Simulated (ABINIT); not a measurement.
# MgS (Niningerite) (Fm-3m) in ABINIT: further runs, part 2 of 2

ABINIT 10.8.3 (patched build).

### 3 Equation of state, WC

run.abi reads:

```
ndtset 7
getwfk -1
scalecart1 3*0.9795861087
scalecart2 3*0.9864848297
scalecart3 3*0.9932883884
scalecart4 3*1.0000000000
scalecart5 3*1.0066227096
scalecart6 3*1.0131594038
scalecart7 3*1.0196128224

pp_dirpath "./"
pseudos "S.GGA_PBE-JTH.xml, Mg.GGA_PBE-JTH.xml"

acell 3.6792887145 3.6792887145 3.6792887145 Angstrom
rprim
     0.0000000000     0.7071067812     0.7071067812
     0.7071067812     0.0000000000     0.7071067812
     0.7071067812     0.7071067812     0.0000000000
ntypat 2
znucl 16 12
natom 2
typat 1 2
xred
     0.5000000000     0.5000000000     0.5000000000
     0.0000000000     0.0000000000     0.0000000000

ecut 24.0
pawecutdg 46.0
pawxcdev 0

kptopt 1
ngkpt 9 9 9
nshiftk 1
shiftk 0.0 0.0 0.0

ixc 23

nband 12
occopt 3
tsmear 0.00183747

nstep 100
tolvrs 1.0e-9

iomode 3
prtwf 1
prtden 0
prteig 0
prtebands 0
enunit 1
```

Potentials or basis: JTH PAW PBE v2.0.

Started as:

```bash
$ abinit run.abi > log 2>&1
```

run.abo:

```text
.Version 10.8.3 of ABINIT
 DATASET    1 : space group Fm -3 m (#225); Bravais cF (face-center cubic)
================================================================================
 Values of the parameters that define the memory need for DATASET  1.
     intxc =       0    ionmov =       0      iscf =      17    lmnmax =       8
     lnmax =       4     mgfft =      32  mpssoang =       2    mqgrid =    3001
     natom =       2  nloc_mem =       2    nspden =       1   nspinor =       1
    nsppol =       1      nsym =      48    n1xccc =       1    ntypat =       2
    occopt =       3   xclevel =       2
       mpw =        1279          nfft =       32768          nkpt =          35
 PAW method is used; the additional fine FFT grid is defined by:
   mgfftf=        45    nfftf =     91125
================================================================================
================================================================================
[... 71 lines left out ...]
 DATASET    7 : space group Fm -3 m (#225); Bravais cF (face-center cubic)
================================================================================
 Values of the parameters that define the memory need for DATASET  7.
     intxc =       0    ionmov =       0      iscf =      17    lmnmax =       8
     lnmax =       4     mgfft =      32  mpssoang =       2    mqgrid =    3001
     natom =       2  nloc_mem =       2    nspden =       1   nspinor =       1
    nsppol =       1      nsym =      48    n1xccc =       1    ntypat =       2
    occopt =       3   xclevel =       2
       mpw =        1427          nfft =       32768          nkpt =          35
 PAW method is used; the additional fine FFT grid is defined by:
   mgfftf=        45    nfftf =     91125
================================================================================
================================================================================

--------------------------------------------------------------------------------
------------- Echo of variables that govern the present computation ------------
--------------------------------------------------------------------------------
 -outvars: echo values of preprocessed input variables --------
            acell      6.9528480085E+00  6.9528480085E+00  6.9528480085E+00 Bohr
              amu      3.20660000E+01  2.43050000E+01
             ecut      2.40000000E+01 Hartree
[... 149 lines left out ...]

   2.37356141E+02                                ecore*ucvol(ha*bohr**3)
--------------------------------------------------------------------------------

================================================================================

--- !BeginCycle
iteration_state: {dtset: 1, }
solver: {iscf: 17, nstep: 100, nline: 4, wfoptalg: 10, }
tolerances: {tolvrs: 1.00E-09, }
...
[... 1201 lines left out ...]
-Cartesian components of stress tensor (GPa)         [Pressure= -4.5625E+00 GPa]
- sigma(1 1)=  4.56245973E+00  sigma(3 2)=  0.00000000E+00
- sigma(2 2)=  4.56245973E+00  sigma(3 1)=  0.00000000E+00
- sigma(3 3)=  4.56245973E+00  sigma(2 1)=  0.00000000E+00

== END DATASET(S) ==============================================================
================================================================================

 -outvars: echo values of variables after computation  --------
            acell      6.9528480085E+00  6.9528480085E+00  6.9528480085E+00 Bohr
           etotal1    -7.3953043693E+01
           etotal2    -7.3953623901E+01
           etotal3    -7.3953909720E+01
           etotal4    -7.3953926171E+01
           etotal5    -7.3953699334E+01
           etotal6    -7.3953250816E+01
           etotal7    -7.3952607780E+01
            fcart1    -0.0000000000E+00 -0.0000000000E+00 -0.0000000000E+00
                      -0.0000000000E+00 -0.0000000000E+00 -0.0000000000E+00
            fcart2    -0.0000000000E+00 -0.0000000000E+00 -0.0000000000E+00
                      -0.0000000000E+00 -0.0000000000E+00 -0.0000000000E+00
            fcart3    -0.0000000000E+00 -0.0000000000E+00 -0.0000000000E+00
                      -0.0000000000E+00 -0.0000000000E+00 -0.0000000000E+00
            fcart4    -0.0000000000E+00 -0.0000000000E+00 -0.0000000000E+00
                      -0.0000000000E+00 -0.0000000000E+00 -0.0000000000E+00
            fcart5    -0.0000000000E+00 -0.0000000000E+00 -0.0000000000E+00
                      -0.0000000000E+00 -0.0000000000E+00 -0.0000000000E+00
[... 38 lines left out ...]
                       0.0000000000E+00  0.0000000000E+00  0.0000000000E+00
           xangst1     2.5485401997E+00  2.5485401997E+00  2.5485401997E+00
                       0.0000000000E+00  0.0000000000E+00  0.0000000000E+00
           xangst2     2.5664882572E+00  2.5664882572E+00  2.5664882572E+00
                       0.0000000000E+00  0.0000000000E+00  0.0000000000E+00
           xangst3     2.5841887357E+00  2.5841887357E+00  2.5841887357E+00
                       0.0000000000E+00  0.0000000000E+00  0.0000000000E+00
           xangst4     2.6016500000E+00  2.6016500000E+00  2.6016500000E+00
                       0.0000000000E+00  0.0000000000E+00  0.0000000000E+00
           xangst5     2.6188799724E+00  2.6188799724E+00  2.6188799724E+00
                       0.0000000000E+00  0.0000000000E+00  0.0000000000E+00
           xangst6     2.6358861629E+00  2.6358861629E+00  2.6358861629E+00
                       0.0000000000E+00  0.0000000000E+00  0.0000000000E+00
           xangst7     2.6526756994E+00  2.6526756994E+00  2.6526756994E+00
                       0.0000000000E+00  0.0000000000E+00  0.0000000000E+00
             xred      5.0000000000E-01  5.0000000000E-01  5.0000000000E-01
                       0.0000000000E+00  0.0000000000E+00  0.0000000000E+00
 Calculation completed.
```

It took 85 s on 1 thread of Arm Neoverse V1, shared host; peak memory 0.13 GiB.

What came out:

| Property | Result |
| --- | --- |
| Equilibrium volume | 17.45 Å³/atom |
| Bulk modulus | 78 GPa |
| Pressure derivative of the bulk modulus | 4.0 |

Energy against volume, from the lowest point:
```csv
volume (Å³/atom),energy (meV/atom)
16.553,12.01
16.905,4.11
17.257,0.22
17.609,0.00
17.962,3.09
18.314,9.19
18.666,17.94
```

Caveat: pressures at fixed basis lie under the slope of the energies; the PAW data sets were made with another functional, which shifts forces and pressure a little.
